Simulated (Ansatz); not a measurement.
**PbS in the rocksalt structure**

The computed numbers are results of PBE, scalar-relativistic (no spin polarisation) in the plane-wave PAW code Ansatz at 420 eV, 10×10×10 k-mesh, Gaussian smearing of 0.05 eV; PAW files: Ansatz's generated set soft_2.

```
CELL_PARAMETERS angstrom
0.00000 3.00453 3.00453
3.00453 0.00000 3.00453
3.00453 3.00453 0.00000
ATOMIC_POSITIONS crystal
Pb 0.50000 0.50000 0.50000
S 0.00000 0.00000 0.00000
```

The start was a prototype's sites filled with these elements; the Crystallography Open Database holds the compound in this structure.

The cell is relaxed to zero pressure at this level.

Elastic constants come from the stress of slightly strained cells with relaxed atoms, in GPa, Voigt order xx, yy, zz, yz, xz, xy in the Cartesian frame of the vectors above.

```
125  17  17   0   0   0
 17 125  17   0   0   0
 17  17 125   0   0   0
  0   0   0  20   0   0
  0   0   0   0  20   0
  0   0   0   0   0  20
```

Q: Is the crystal mechanically stable, and what are its polycrystalline moduli?

A: Stable against homogeneous strain: the smallest eigenvalue of the tensor is 20 GPa. Hill averages: K = 53 GPa, G = 30 GPa, E = 76 GPa, ν = 0.26.

For a cubic crystal three numbers say it all: C11 = 124.8, C12 = 16.8, C44 = 20.1 GPa. K = (C11 + 2C12)/3 = 52.8 GPa. The two shear moduli are C44 and C′ = (C11 − C12)/2 = 54.0 GPa, so Zener's ratio C44/C′ is 0.37: the crystal is stiffest along ⟨100⟩ and softest along ⟨111⟩. The Cauchy pressure C12 − C44 is -3.3 GPa; pair forces would make it zero if every atom sat on a centre of inversion, as here.

The equation of state, an independent route, gives B0 = 53 GPa, against 53 GPa here.

It ran for 9.4 s on 2 threads of Arm Neoverse V2, on a shared host, peak memory 0.42 GiB.

Scalar-relativistic only: spin–orbit splittings of the heavy atoms' levels are missing.
